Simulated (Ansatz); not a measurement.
# TiPbO3: reading a single point

```yaml
crystal:
  lattice:
    - [3.95810, 0.00000, 0.00000]
    - [0.00000, 3.95810, 0.00000]
    - [0.00000, 0.00000, 4.14121]
  atoms:
    - { symbol: Pb, position: [0.00000, 0.00000, 0.00000] }
    - { symbol: Ti, position: [0.50000, 0.50000, 0.53250] }
    - { symbol: O, position: [0.50000, 0.50000, 0.09600] }
    - { symbol: O, position: [0.50000, 0.00000, 0.59600] }
    - { symbol: O, position: [0.00000, 0.50000, 0.59600] }
```

Method: r2SCAN, no spin polarisation; PAW, plane waves to 500 eV, 7×7×6 Γ-centred mesh, fermi-dirac occupations (width 0.1 eV) (Ansatz 0.2.0), atoms fixed.

Problem. How is the charge shared?

Solution. Bader charges in e: Ti +2.31, Pb +1.44, O -1.27 to -1.21. In the mean Ti gives up most and O takes most.

Problem. Is it stable against the elements?

Solution. -2.53 eV an atom against the elements' usual phases (free molecules for gases, crystals otherwise, with no correction for O₂ or N₂), so it is bound against them; other compounds may still compete. Relaxing would lower it.

Problem. Is the cell too large or too small?

Solution. The pressure is -5.7 GPa (compression positive), so with the atoms held at these fractions the cell would first shrink.

Problem. Which atom feels the largest force, and which way?

Solution. The largest is on Ti2: 0.44 eV/Å, components (0.00, 0.00, -0.44). It makes 0° with the line to a nearest neighbour, O3 at 1.81 Å, pointing towards it.

Problem. Is there a gap, and of what kind?

Solution. The gap is 2.10 eV, indirect (the least direct gap found is 2.38 eV).

Origin: a database entry at a rescaled volume. Caveats: no spin-orbit coupling, which can shift this gap by tenths of an eV; the mesh misses a band edge that the path finds.
